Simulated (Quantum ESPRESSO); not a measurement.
# BN (F-43m) in Quantum ESPRESSO: reference runs

Reference runs on BN: the cell as given and a disturbed copy.

Everything below comes from runs of Quantum ESPRESSO 7.5. Logs are shortened: lines on timing, memory, paths and dates and some standing lists are left out, and cuts for length are marked.

## Step 1: The structure

Symmetry: F-43m, No. 216, cubic system. The conventional cell has a = 3.626 Å, b = 3.626 Å, c = 3.626 Å, α = 90.00°, β = 90.00°, γ = 90.00°. N (site symmetry -43m) is surrounded by 4 B at 1.57 Å. B (site symmetry -43m) has 4 N at 1.57 Å as nearest neighbours.

The cell is a database's computed one.

## Step 2: Single point, PBE

pw.in

```
&CONTROL
  calculation = 'scf'
  prefix = 'pwscf'
  outdir = './tmp'
  pseudo_dir = './pseudo'
  tprnfor = .true.
  tstress = .true.
  disk_io = 'nowf'
/
&SYSTEM
  ibrav = 0
  nat = 2
  ntyp = 2
  ecutwfc = 60
  ecutrho = 480
  nbnd = 9
  occupations = 'smearing'
  smearing = 'fd'
  degauss = 0.00367493
/
&ELECTRONS
  conv_thr = 4d-10
  electron_maxstep = 120
  mixing_beta = 0.5
/
ATOMIC_SPECIES
N     14.0070 N.pbe-n-radius_5.UPF
B     10.8100 b_pbe_v1.4.uspp.F.UPF
CELL_PARAMETERS angstrom
   0.0000000000    1.8130010000    1.8130010000
   1.8130010000    0.0000000000    1.8130010000
   1.8130010000    1.8130010000    0.0000000000
ATOMIC_POSITIONS crystal
N      0.2500000000    0.2500000000    0.2500000000
B      0.0000000000    0.0000000000    0.0000000000
K_POINTS automatic
13 13 13 0 0 0
```

Potentials or basis: SSSP 1.3 efficiency PBE.

Command:

```
$ OMP_NUM_THREADS=1 pw.x -in pw.in > pw.out
```

pw.out:

```text
This program is part of the open-source Quantum ESPRESSO suite
     for quantum simulation of materials; please cite
[... 9 lines left out ...]
     --------------------
     sticks:   dense  smooth     PW     G-vecs:    dense   smooth      PW
     Sum         769     379    121                14211     5029     941

     Using Slab Decomposition

     bravais-lattice index     =            0
     lattice parameter (alat)  =       4.8452  a.u.
     unit-cell volume          =      80.4305 (a.u.)^3
     number of atoms/cell      =            2
     number of atomic types    =            2
     number of electrons       =         8.00
     number of Kohn-Sham states=            9
     kinetic-energy cutoff     =      60.0000  Ry
     charge density cutoff     =     480.0000  Ry
     scf convergence threshold =      4.0E-10
     mixing beta               =       0.5000
     number of iterations used =            8  plain     mixing
     Exchange-correlation=  SLA  PW   PBX  PBC
                           (   1   4   3   4   0   0   0)

     celldm(1)=   4.845202  celldm(2)=   0.000000  celldm(3)=   0.000000
     celldm(4)=   0.000000  celldm(5)=   0.000000  celldm(6)=   0.000000

     crystal axes: (cart. coord. in units of alat)
               a(1) = (   0.000000   0.707107   0.707107 )
               a(2) = (   0.707107   0.000000   0.707107 )
               a(3) = (   0.707107   0.707107   0.000000 )

     reciprocal axes: (cart. coord. in units 2 pi/alat)
               b(1) = ( -0.707107  0.707107  0.707107 )
               b(2) = (  0.707107 -0.707107  0.707107 )
               b(3) = (  0.707107  0.707107 -0.707107 )

     PseudoPot. # 1 for N  read from file:
     N.pbe-n-radius_5.UPF
     Pseudo is Ultrasoft + core correction, Zval =  5.0
     Generated using "atomic" code by A. Dal Corso  v.5.1
     Using radial grid of 1085 points,  4 beta functions with:
                l(1) =   0
                l(2) =   0
                l(3) =   1
                l(4) =   1
     Q(r) pseudized with 0 coefficients

     PseudoPot. # 2 for B  read from file:
     b_pbe_v1.4.uspp.F.UPF
     Pseudo is Ultrasoft + core correction, Zval =  3.0
     Generated by new atomic code, or converted to UPF format
     Using radial grid of  781 points,  4 beta functions with:
                l(1) =   0
                l(2) =   0
                l(3) =   1
                l(4) =   1
     Q(r) pseudized with  8 coefficients,  rinner =    1.100   1.100   1.100

     atomic species   valence    mass     pseudopotential
     N                 5.00    14.00700     N ( 1.00)
     B                 3.00    10.81000     B ( 1.00)

     24 Sym. Ops. (no inversion) found

   Cartesian axes

     site n.     atom                  positions (alat units)
         1        N      tau(   1) = (   0.3535534   0.3535534   0.3535534  )
         2        B      tau(   2) = (   0.0000000   0.0000000   0.0000000  )

     number of k points=    84  Fermi-Dirac smearing, width (Ry)=  0.0037
                       cart. coord. in units 2pi/alat
        k(    1) = (   0.0000000   0.0000000   0.0000000), wk =   0.0009103
        k(    2) = (   0.0543928   0.0543928  -0.0543928), wk =   0.0072827
        k(    3) = (   0.1087857   0.1087857  -0.1087857), wk =   0.0072827
        k(    4) = (   0.1631785   0.1631785  -0.1631785), wk =   0.0072827
        k(    5) = (   0.2175713   0.2175713  -0.2175713), wk =   0.0072827
        k(    6) = (   0.2719641   0.2719641  -0.2719641), wk =   0.0072827
[... 76 lines left out ...]
        k(   83) = (   0.0000000  -0.4351426   0.6527140), wk =   0.0218480
        k(   84) = (  -0.0543928  -0.3807498   0.7071068), wk =   0.0218480

     Dense  grid:    14211 G-vectors     FFT dimensions: (  36,  36,  36)

     Smooth grid:     5029 G-vectors     FFT dimensions: (  24,  24,  24)

     Initial potential from superposition of free atoms

     starting charge       7.9997, renormalised to       8.0000
     Starting wfcs are    8 randomized atomic wfcs +    1 random wfcs

     Self-consistent Calculation

     iteration #  1     ecut=    60.00 Ry     beta= 0.50
     Davidson diagonalization with overlap
     ethr =  1.00E-02,  avg # of iterations =  5.2

     total energy              =     -26.72084327 Ry
     estimated scf accuracy    <       0.21131568 Ry

     iteration #  2     ecut=    60.00 Ry     beta= 0.50
     Davidson diagonalization with overlap
     ethr =  2.64E-03,  avg # of iterations =  1.1

     total energy              =     -26.75854320 Ry
     estimated scf accuracy    <       0.02156019 Ry

     iteration #  3     ecut=    60.00 Ry     beta= 0.50
     Davidson diagonalization with overlap
     ethr =  2.70E-04,  avg # of iterations =  1.5

     total energy              =     -26.76113267 Ry
     estimated scf accuracy    <       0.00319157 Ry

     iteration #  4     ecut=    60.00 Ry     beta= 0.50
     Davidson diagonalization with overlap
     ethr =  3.99E-05,  avg # of iterations =  1.9

     total energy              =     -26.76145940 Ry
     estimated scf accuracy    <       0.00004978 Ry

     iteration #  5     ecut=    60.00 Ry     beta= 0.50
     Davidson diagonalization with overlap
     ethr =  6.22E-07,  avg # of iterations =  3.8

     total energy              =     -26.76149263 Ry
     estimated scf accuracy    <       0.00000927 Ry

     iteration #  6     ecut=    60.00 Ry     beta= 0.50
     Davidson diagonalization with overlap
     ethr =  1.16E-07,  avg # of iterations =  1.2

     total energy              =     -26.76149450 Ry
     estimated scf accuracy    <       0.00000007 Ry

     iteration #  7     ecut=    60.00 Ry     beta= 0.50
     Davidson diagonalization with overlap
     ethr =  8.33E-10,  avg # of iterations =  3.8

     total energy              =     -26.76149457 Ry
     estimated scf accuracy    <       0.00000009 Ry

     iteration #  8     ecut=    60.00 Ry     beta= 0.50
     Davidson diagonalization with overlap
     ethr =  8.33E-10,  avg # of iterations =  1.1

     End of self-consistent calculation

          k = 0.0000 0.0000 0.0000 (   609 PWs)   bands (ev):

    -9.1084  10.9996  10.9996  10.9996  19.7923  19.7923  19.7923  21.2140
    35.5985

          k = 0.0544 0.0544-0.0544 (   621 PWs)   bands (ev):

    -8.9657  10.2190  10.8461  10.8461  19.9646  20.0253  20.0253  21.7034
    35.4436

          k = 0.1088 0.1088-0.1088 (   628 PWs)   bands (ev):

    -8.5420   8.3705  10.4618  10.4618  20.2355  20.5886  20.5886  22.8982
    34.9887

          k = 0.1632 0.1632-0.1632 (   628 PWs)   bands (ev):

    -7.8535   6.1345   9.9966   9.9966  20.5027  21.1799  21.1799  24.1746
    34.4593

          k = 0.2176 0.2176-0.2176 (   613 PWs)   bands (ev):

    -6.9404   3.8964   9.5727   9.5727  20.7489  21.5503  21.5503  25.1771
    34.1516

          k = 0.2720 0.2720-0.2720 (   619 PWs)   bands (ev):

    -5.9095   1.9214   9.2614   9.2614  20.9358  21.6710  21.6710  25.8220
    34.1516
[... 371 lines left out ...]
          k = 0.0000-0.3264 0.5439 (   641 PWs)   bands (ev):

    -3.9893   2.8609   4.3943   6.6296  20.5535  22.8462  25.1659  27.4926
    29.2814

          k =-0.0544-0.4895 0.7071 (   638 PWs)   bands (ev):

    -3.5256   2.8335   5.0192   5.2282  18.4217  22.6306  26.0507  28.0193
    30.4648

          k = 0.0000-0.4351 0.6527 (   633 PWs)   bands (ev):

    -3.3590   3.1173   3.9568   5.4340  19.4228  23.8813  25.3050  27.1425
    30.0705

          k =-0.0544-0.3807 0.7071 (   632 PWs)   bands (ev):

    -3.3740   3.2339   4.1207   5.0157  20.4416  23.9420  25.0369  26.4443
    29.9822

     the Fermi energy is    13.2450 ev

!    total energy              =     -26.76149459 Ry
     estimated scf accuracy    <          3.1E-10 Ry
     smearing contrib. (-TS)   =       0.00000000 Ry
     internal energy E=F+TS    =     -26.76149459 Ry

     The total energy is F=E-TS. E is the sum of the following terms:
     one-electron contribution =       4.47440923 Ry
     hartree contribution      =       3.62462867 Ry
     xc contribution           =      -8.59966969 Ry
     ewald contribution        =     -26.26086280 Ry

     convergence has been achieved in   8 iterations

     Forces acting on atoms (cartesian axes, Ry/au):

     atom    1 type  1   force =     0.00000000    0.00000000    0.00000000
     atom    2 type  2   force =     0.00000000    0.00000000    0.00000000

     Total force =     0.000000     Total SCF correction =     0.000000

     Computing stress (Cartesian axis) and pressure

          total   stress  (Ry/bohr**3)                   (kbar)     P=      -17.61
  -0.00011971  -0.00000000   0.00000000          -17.61       -0.00        0.00
  -0.00000000  -0.00011971  -0.00000000           -0.00      -17.61       -0.00
   0.00000000  -0.00000000  -0.00011971            0.00       -0.00      -17.61

=------------------------------------------------------------------------------=
   JOB DONE.
=------------------------------------------------------------------------------=
```

It took 5.4 s on 1 thread of Arm Neoverse V2, shared host; peak memory 0.04 GiB.

What came out:

- Free energy: -364.1087 eV
- Pressure: -1.8 GPa
- Band gap on the k mesh: 4.54 eV, indirect (least direct gap 8.79 eV)

Caveat: an odd mesh through Γ misses points on the zone boundary, where band edges often lie.

## Step 3: Single point, PBE (atoms moved at random, drawn with an rms of 0.05 Å)

pw.in: that of step 2 with these lines changed.

```diff
@@ -33,4 +33,4 @@
 ATOMIC_POSITIONS crystal
-N      0.2500000000    0.2500000000    0.2500000000
-B      0.0000000000    0.0000000000    0.0000000000
+N      0.2676830000    0.2606740000    0.2287350000
+B     -0.0206290000    0.0216810000    0.0016490000
 K_POINTS automatic
```

Potentials or basis: SSSP 1.3 efficiency PBE.

Command:

```
$ OMP_NUM_THREADS=1 pw.x -in pw.in > pw.out
```

pw.out:

```text
This program is part of the open-source Quantum ESPRESSO suite
     for quantum simulation of materials; please cite
         "P. Giannozzi et al., J. Phys.:Condens. Matter 21 395502 (2009);
         "P. Giannozzi et al., J. Phys.:Condens. Matter 29 465901 (2017);
         "P. Giannozzi et al., J. Chem. Phys. 152 154105 (2020);
     in publications or presentations arising from this work. More details at

     G-vector sticks info
     --------------------
     sticks:   dense  smooth     PW     G-vecs:    dense   smooth      PW
     Sum         769     379    121                14211     5029     941

     Using Slab Decomposition

     bravais-lattice index     =            0
     lattice parameter (alat)  =       4.8452  a.u.
     unit-cell volume          =      80.4305 (a.u.)^3
     number of atoms/cell      =            2
     number of atomic types    =            2
     number of electrons       =         8.00
     number of Kohn-Sham states=            9
     kinetic-energy cutoff     =      60.0000  Ry
     charge density cutoff     =     480.0000  Ry
     scf convergence threshold =      4.0E-10
     mixing beta               =       0.5000
     number of iterations used =            8  plain     mixing
     Exchange-correlation=  SLA  PW   PBX  PBC
                           (   1   4   3   4   0   0   0)

     celldm(1)=   4.845202  celldm(2)=   0.000000  celldm(3)=   0.000000
     celldm(4)=   0.000000  celldm(5)=   0.000000  celldm(6)=   0.000000

     crystal axes: (cart. coord. in units of alat)
               a(1) = (   0.000000   0.707107   0.707107 )
               a(2) = (   0.707107   0.000000   0.707107 )
               a(3) = (   0.707107   0.707107   0.000000 )

     reciprocal axes: (cart. coord. in units 2 pi/alat)
               b(1) = ( -0.707107  0.707107  0.707107 )
               b(2) = (  0.707107 -0.707107  0.707107 )
               b(3) = (  0.707107  0.707107 -0.707107 )

     PseudoPot. # 1 for N  read from file:
     N.pbe-n-radius_5.UPF
     Pseudo is Ultrasoft + core correction, Zval =  5.0
     Generated using "atomic" code by A. Dal Corso  v.5.1
     Using radial grid of 1085 points,  4 beta functions with:
                l(1) =   0
                l(2) =   0
                l(3) =   1
                l(4) =   1
     Q(r) pseudized with 0 coefficients

     PseudoPot. # 2 for B  read from file:
     b_pbe_v1.4.uspp.F.UPF
     Pseudo is Ultrasoft + core correction, Zval =  3.0
     Generated by new atomic code, or converted to UPF format
     Using radial grid of  781 points,  4 beta functions with:
                l(1) =   0
                l(2) =   0
                l(3) =   1
                l(4) =   1
     Q(r) pseudized with  8 coefficients,  rinner =    1.100   1.100   1.100

     atomic species   valence    mass     pseudopotential
     N                 5.00    14.00700     N ( 1.00)
     B                 3.00    10.81000     B ( 1.00)

     No symmetry found

   Cartesian axes

     site n.     atom                  positions (alat units)
         1        N      tau(   1) = (   0.3460644   0.3510205   0.3736048  )
         2        B      tau(   2) = (   0.0164968  -0.0134209   0.0007439  )

     number of k points=  1099  Fermi-Dirac smearing, width (Ry)=  0.0037

     Number of k-points >= 100: set verbosity='high' to print them.

     Dense  grid:    14211 G-vectors     FFT dimensions: (  36,  36,  36)

     Smooth grid:     5029 G-vectors     FFT dimensions: (  24,  24,  24)

     Initial potential from superposition of free atoms

     starting charge       7.9997, renormalised to       8.0000
     Starting wfcs are    8 randomized atomic wfcs +    1 random wfcs

     Self-consistent Calculation

     iteration #  1     ecut=    60.00 Ry     beta= 0.50
     Davidson diagonalization with overlap
     ethr =  1.00E-02,  avg # of iterations =  5.4

     total energy              =     -26.71284009 Ry
     estimated scf accuracy    <       0.21686522 Ry

     iteration #  2     ecut=    60.00 Ry     beta= 0.50
     Davidson diagonalization with overlap
     ethr =  2.71E-03,  avg # of iterations =  1.1

     total energy              =     -26.75180480 Ry
     estimated scf accuracy    <       0.02192040 Ry

     iteration #  3     ecut=    60.00 Ry     beta= 0.50
     Davidson diagonalization with overlap
     ethr =  2.74E-04,  avg # of iterations =  1.5

     total energy              =     -26.75449937 Ry
     estimated scf accuracy    <       0.00321201 Ry

     iteration #  4     ecut=    60.00 Ry     beta= 0.50
     Davidson diagonalization with overlap
     ethr =  4.02E-05,  avg # of iterations =  2.1

     total energy              =     -26.75484535 Ry
     estimated scf accuracy    <       0.00005224 Ry

     iteration #  5     ecut=    60.00 Ry     beta= 0.50
     Davidson diagonalization with overlap
     ethr =  6.53E-07,  avg # of iterations =  4.0

     total energy              =     -26.75487937 Ry
     estimated scf accuracy    <       0.00000896 Ry

     iteration #  6     ecut=    60.00 Ry     beta= 0.50
     Davidson diagonalization with overlap
     ethr =  1.12E-07,  avg # of iterations =  1.3

     total energy              =     -26.75488123 Ry
     estimated scf accuracy    <       0.00000009 Ry

     iteration #  7     ecut=    60.00 Ry     beta= 0.50
     Davidson diagonalization with overlap
     ethr =  1.12E-09,  avg # of iterations =  3.4

     total energy              =     -26.75488131 Ry
     estimated scf accuracy    <       0.00000007 Ry

     iteration #  8     ecut=    60.00 Ry     beta= 0.50
     Davidson diagonalization with overlap
     ethr =  9.24E-10,  avg # of iterations =  1.1

     total energy              =     -26.75488133 Ry
     estimated scf accuracy    <          2.2E-09 Ry

     iteration #  9     ecut=    60.00 Ry     beta= 0.50
     Davidson diagonalization with overlap
     ethr =  2.79E-11,  avg # of iterations =  2.3

     End of self-consistent calculation

     Number of k-points >= 100: set verbosity='high' to print the bands.

     the Fermi energy is    13.2092 ev

!    total energy              =     -26.75488133 Ry
     estimated scf accuracy    <          2.2E-11 Ry
     smearing contrib. (-TS)   =      -0.00000000 Ry
     internal energy E=F+TS    =     -26.75488133 Ry

     The total energy is F=E-TS. E is the sum of the following terms:
     one-electron contribution =       4.45040043 Ry
     hartree contribution      =       3.63633837 Ry
     xc contribution           =      -8.60277114 Ry
     ewald contribution        =     -26.23884899 Ry

     convergence has been achieved in   9 iterations

     Forces acting on atoms (cartesian axes, Ry/au):

     atom    1 type  1   force =     0.06083330   -0.03669064   -0.05139208
     atom    2 type  2   force =    -0.06083330    0.03669064    0.05139208

     Total force =     0.124000     Total SCF correction =     0.000006

     Computing stress (Cartesian axis) and pressure

          total   stress  (Ry/bohr**3)                   (kbar)     P=        4.56
   0.00001915  -0.00012706  -0.00015983            2.82      -18.69      -23.51
  -0.00012706   0.00004406   0.00012503          -18.69        6.48       18.39
  -0.00015983   0.00012503   0.00002987          -23.51       18.39        4.39

=------------------------------------------------------------------------------=
   JOB DONE.
=------------------------------------------------------------------------------=
```

Wall time 67 s (1 thread of Arm Neoverse V2, shared host); peak memory 0.13 GiB.

What came out:

```
Free energy            : -364.0187 eV
Pressure               : 0.5 GPa
Largest force          : 2.254 eV/Å
Band gap on the k mesh : 3.91 eV, indirect (least direct gap 7.81 eV)
```

Forces in eV/Å, atoms in the order of the input:
```
N    1.564 -0.943 -1.321
B   -1.564  0.943  1.321
```

Stress tensor (GPa, compression positive):
```
 0.28 -1.87 -2.35
-1.87  0.65  1.84
-2.35  1.84  0.44
```

Caveat: an odd mesh through Γ misses points on the zone boundary, where band edges often lie.

## Step 4: Against experiment

Step 2. The gap isn't set beside the measured one, since this odd mesh misses points on the zone boundary.
